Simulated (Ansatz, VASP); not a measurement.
## LiCl in VASP and in Ansatz

File INCAR:

```
ALGO = Normal
EDIFF = 1E-6
ENCUT = 520
GGA = CA
ISIF = 2
ISMEAR = 0
LASPH = T
LCHARG = F
LREAL = F
LWAVE = F
NBANDS = 12
NELM = 100
PREC = Accurate
SIGMA = 0.01
```

KPOINTS

```
k-points
0
Gamma
  4 4 4
```

POSCAR

```
LiCl
1.0
    0.0000000000      2.5647700000      2.5647700000
    2.5647700000      0.0000000000      2.5647700000
    2.5647700000      2.5647700000      0.0000000000
Li Cl
1 1
Direct
    0.0000000000      0.0000000000      0.0000000000
    0.5000000000      0.5000000000      0.5000000000
```

Input for Ansatz:

```yaml
crystal:
  lattice:
    - [0.0, 2.56477, 2.56477]
    - [2.56477, 0.0, 2.56477]
    - [2.56477, 2.56477, 0.0]
  atoms:
    - { symbol: Li, position: [0.0, 0.0, 0.0] }
    - { symbol: Cl, position: [0.5, 0.5, 0.5] }
basis:
  ecutwfc: 550.0
kpoints:
  mp_grid:
    grid: [4, 4, 4]
hamiltonian:
  xc: lda
  pseudopotentials:
    kind: paw
scf:
  occupations:
    method: fixed
gw:
  n_empty_bands: 40
  ecut_chi: 120.0
  qp_bands: [v1, c1]
```

Alike in both runs: task single point; functional LDA; k mesh 4 × 4 × 4; no spin polarisation.

```csv
,VASP,Ansatz
version,VASP 6.6.1,Ansatz 0.2.0
potentials or method,"VASP PAW LDA potentials, release 64 (Li_sv, Cl)","plane waves, PAW"
plane-wave cutoff (eV),520,550
occupations,"gaussian, width 0.01 eV",fixed
valence electrons in the cell,10,10
```

Ansatz gave:

```
gap on the k mesh at the Fermi level (eV) : 5.98
```

Problem. Which values does VASP return?

Solution. gap on the k mesh at the Fermi level (eV): 6.00.

Caveats: the k mesh is coarse (spacing up to 0.53 Å⁻¹), so the values aren't converged. A k mesh can miss the band edges. A hybrid or GW would open this gap; LDA tends to underestimate it.
